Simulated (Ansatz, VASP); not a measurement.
**One calculation of KBr, two programs**

The input INCAR:

```
SYSTEM = KBr
ALGO     = Normal         ! electronic algorithm
EDIFF    = 1E-7           ! SCF threshold, eV
ENCUT    = 520            ! plane-wave cutoff, eV
ISIF     = 2              ! what is computed and relaxed
ISMEAR   = 0              ! smearing method
LASPH    = .TRUE.         ! aspherical terms in the spheres
LCHARG   = .FALSE.        ! write CHGCAR
LREAL    = .FALSE.        ! projectors in reciprocal space
LWAVE    = .FALSE.        ! write WAVECAR
NBANDS   = 15             ! bands
NELM     = 100            ! most SCF steps
PREC     = Accurate       ! precision mode
SIGMA    = 0.05           ! smearing width, eV
```

File KPOINTS:

```
k-points
0
G
  6 6 6
  0 0 0
```

The input POSCAR:

```
KBr
1.0
    0.0000000000      3.2925000000      3.3418875000
    3.2925000000      0.0000000000      3.3418875000
    3.2925000000      3.2925000000      0.0000000000
K Br
1 1
Direct
    0.0000000000      0.0000000000      0.0000000000
    0.5000000000      0.5000000000      0.5000000000
```

Input for Ansatz:

```yaml
crystal:
  lattice:
    - [0.0, 3.2925, 3.3418875]
    - [3.2925, 0.0, 3.3418875]
    - [3.2925, 3.2925, 0.0]
  atoms:
    - { symbol: K, position: [0.0, 0.0, 0.0] }
    - { symbol: Br, position: [0.5, 0.5, 0.5] }
basis:
  ecutwfc: 420
kpoints:
  mp_grid: { grid: [6, 6, 6] }
hamiltonian:
  xc: lda
scf:
  occupations: { method: gaussian, width: 0.05 }
output:
  forces: true
  stress: true
  eigenvalues: true
```

Change from the starting cell: strain +0.000 along x and y, +0.015 along z, atoms carried along.

Alike in both runs: task single point; functional LDA; k mesh 6 × 6 × 6; occupations gaussian, width 0.05 eV; no spin polarisation.

```csv
,VASP,Ansatz
version,VASP 6.6.1,Ansatz 0.2.0
potentials or method,"VASP PAW LDA potentials, release 64 (K_sv, Br)","scalar-relativistic, plane waves, PAW"
plane-wave cutoff (eV),520,420
valence electrons in the cell,16,16
```

```csv
,VASP,Ansatz,Ansatz less VASP
gap on the k mesh at the Fermi level (eV),4.02,4.01,-0.008
least direct gap on the mesh (eV),4.02,4.01,-0.008
pressure (GPa),-1.7,-1.7,-0.05
largest component of the traceless stress (GPa),0.23,0.22,-0.007
```
